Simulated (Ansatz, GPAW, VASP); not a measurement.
# CdS: 3 runs at one level of theory

```
CELL_PARAMETERS angstrom
4.15000 0.00000 0.00000
-2.07500 3.59401 0.00000
0.00000 0.00000 6.73700
ATOMIC_POSITIONS crystal
Cd 0.66667 0.33333 0.50000
Cd 0.33333 0.66667 0.00000
S 0.66667 0.33333 0.87500
S 0.33333 0.66667 0.37500
```

Alike in all runs: task single point; functional PBE; k mesh 7 × 7 × 4; occupations gaussian, width 0.03 eV; no spin polarisation; no spin-orbit coupling. Pressure is positive in compression and, in plane waves, holds the error of the finite cutoff, which Ansatz's Pulay term estimates and takes out.

```tsv
program and potentials	plane-wave cutoff (eV)	notes	pressure (GPa)	largest force (eV/Å)
Ansatz, Ansatz PAW	420	13 valence electrons an atom on average; Pulay term of +0.04 GPa included	2.07	0.068
GPAW, GPAW PAW data sets (gpaw-data 1.2.1)	600	9 valence electrons an atom on average	1.82	0.067
VASP, PBE PAW files Cd, S, 520 eV	520	9 valence electrons an atom on average	2.41	0.069
```

Force on atom 2 (Cd), eV/Å:

```csv
program and potentials,x,y,z
"Ansatz, Ansatz PAW",0.000,0.000,-0.068
"GPAW, GPAW PAW data sets (gpaw-data 1.2.1)",0.000,0.000,-0.067
"VASP, PBE PAW files Cd, S, 520 eV",0.000,0.000,-0.069
```

The pressure spans 1.82 (GPAW, GPAW PAW data sets (gpaw-data 1.2.1)) to 2.41 GPa (VASP, PBE PAW files Cd, S, 520 eV).

Differences between rows come from potentials, basis sets and numerical settings, since the functional is the same but for its coding. Runs on potential files found faulty are left out.
